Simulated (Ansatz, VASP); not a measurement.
## SnTe in VASP and in Ansatz

```
Sn Te
1.0
     0.00000    3.58691    3.58691
     3.58691    0.00000    3.58691
     3.58691    3.58691    0.00000
Sn Te
1 1
Direct
  0.00000 0.00000 0.00000
  0.75000 0.75000 0.75000
```

Measurements of this composition are mostly on another form, of space group No. 225.

Alike in both runs: task single point; functional r2SCAN; k mesh 6 × 6 × 6; occupations methfessel-paxton of order 1, width 0.02 eV; no spin polarisation.

```csv
,VASP,Ansatz
version,VASP 6.6.1,Ansatz 0.2.0
potentials or method,"VASP PAW PBE potentials, release 64 (Sn_d, Te)","plane waves, PAW"
plane-wave cutoff (eV),520,550
valence electrons in the cell,20,30
```

```csv
,VASP,Ansatz,Ansatz less VASP
pressure (GPa),-0.1,-0.1,+0.01
```

The two sets of potentials don't hold the same shells in valence.

Caveats: the PAW data sets were made with another functional, which shifts forces and pressure a little (VASP).
